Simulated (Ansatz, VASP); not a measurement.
## Mg in VASP and in Ansatz

```
CELL_PARAMETERS angstrom
3.20621 0.00000 0.00000
-1.60311 2.77666 0.00000
0.00000 0.00000 5.16278
ATOMIC_POSITIONS crystal
Mg 0.33333 0.66667 0.75000
Mg 0.66667 0.33333 0.25000
```

Alike in both runs: functional r2SCAN; k mesh 16 × 16 × 8; occupations gaussian, width 0.05 eV; no spin polarisation.

Ansatz relaxed the structure, and its values are those at the end. VASP's run is a single point on that final structure, the one shown.

```csv
,VASP,Ansatz
version,VASP 6.6.1,Ansatz 0.2.0
potentials or method,"VASP PAW PBE potentials, release 64 (Mg)","scalar-relativistic, plane waves, PAW"
plane-wave cutoff (eV),520,500
valence electrons in the cell,4,20
```

```csv
,VASP,Ansatz,Ansatz less VASP
gap on the k mesh at the Fermi level (eV),none,none,-
pressure (GPa),-0.9,-0.7,+0.26
```

A gap of «none» marks a metal or a gap that the smearing closes. The two sets of potentials don't hold the same shells in valence.

Caveats: the PAW data sets were made with another functional, which shifts forces and pressure a little (VASP).
